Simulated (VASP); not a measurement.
The system is CaO.

```
CELL_PARAMETERS angstrom
0.00000 2.45350 2.45350
2.45350 0.00000 2.45350
2.45350 2.45350 0.00000
ATOMIC_POSITIONS crystal
Ca 0.00000 0.00000 0.00000
O 0.50000 0.50000 0.50000
```

```yaml
Program: VASP 6.6.1
Task: relaxation of cell and atoms
Functional: PBEsol
Potentials_or_basis: VASP PAW PBE potentials, release 64 (Ca_sv, O_s)
Cutoff: 480 eV
k_mesh: 8 × 8 × 8
Occupations: gaussian, width 0.02 eV
Spin: no spin polarisation
```

At the start: pressure -7.9 GPa; volume 14.77 Å³/atom.

How do energy, volume and symmetry change on relaxing?

Over 3 steps the energy falls by 30.6 meV/atom and the volume is 13.61 Å³/atom (-7.8 %); space group Fm-3m (No. 225, to 0.05 Å).

The path:
| step | energy change (eV) | largest force (eV/Å) | pressure (GPa) | volume (Å³) |
| --- | --- | --- | --- | --- |
| 1 | 0.0000 | 0.0000 | -7.90 | 29.54 |
| 2 | -0.0545 | 0.0000 | 3.20 | 26.53 |
| 3 | -0.0613 | 0.0000 | 0.02 | 27.23 |

Final structure:
```cif
data_structure
_symmetry_space_group_name_H-M 'P 1'
_symmetry_Int_Tables_number 1
_cell_length_a 3.3768
_cell_length_b 3.3768
_cell_length_c 3.3768
_cell_angle_alpha 60.000
_cell_angle_beta 60.000
_cell_angle_gamma 60.000
_cell_volume 27.23
loop_
_atom_site_label
_atom_site_type_symbol
_atom_site_fract_x
_atom_site_fract_y
_atom_site_fract_z
_atom_site_occupancy
Ca1 Ca 0.00000 0.00000 0.00000 1
O1 O 0.50000 0.50000 0.50000 1
```

Caveat: the PAW data sets were made with another functional, which shifts forces and pressure a little.
